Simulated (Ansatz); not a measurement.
Input of an Ansatz 0.2.0 run:

The input input.yaml:

```yaml
crystal:
  lattice:
    - [0.0, 2.6045, 2.6045]
    - [2.6045, 0.0, 2.6045]
    - [2.6045, 2.6045, 0.0]
  atoms:
    - { symbol: Mn, position: [0.0, 0.0, 0.0], spin: 4.0 }
    - { symbol: S, position: [0.5, 0.5, 0.5] }
hamiltonian:
  xc: b3lyp
  pseudopotentials: { kind: paw }
magnetization:
  spin_polarized: true
kpoints:
  mp_grid: { grid: [5, 5, 5] }
scf:
  occupations: { method: fermi_dirac, width: 0.05 }
output:
  forces: true
  stress: true
relax:
  f_tol: 0.01
  max_steps: 40
  cell: { stress_tol: 0.05 }
```

Potentials or basis: Ansatz PAW.

Command:

```bash
$ ansatz run input.yaml --threads 2 --pin off --max-ram 5632MiB --backend cpu --events-out ev --progress --plain --runs-dir out
```

Problem. Predict the space group after relaxing (to 0.05 Å).

Solution. Fm-3m (No. 225).

Problem. What does it give for the relaxed volume?

Solution. 18.80 Å³/atom.

Problem. What does it give for the relaxed cell?

Solution. a = 3.760 Å, b = 3.760 Å, c = 3.760 Å, α = 60.00°, β = 60.00°, γ = 60.00°.

Final structure:
```
Mn S
1.0
     0.00000    2.65877    2.65877
     2.65877    0.00000    2.65877
     2.65877    2.65877    0.00000
Mn S
1 1
Direct
  0.00000 0.00000 0.00000
  0.50000 0.50000 0.50000
```

Caveat: the magnetic or orbital state may not be the lowest; a cell with one magnetic atom can't hold antiferromagnetic order, which such compounds often take; the PAW data sets come from PBE, with cores solved anew for the run's functional, which leaves a small shift of forces and pressure. Zero-point motion and thermal expansion aren't in these numbers.
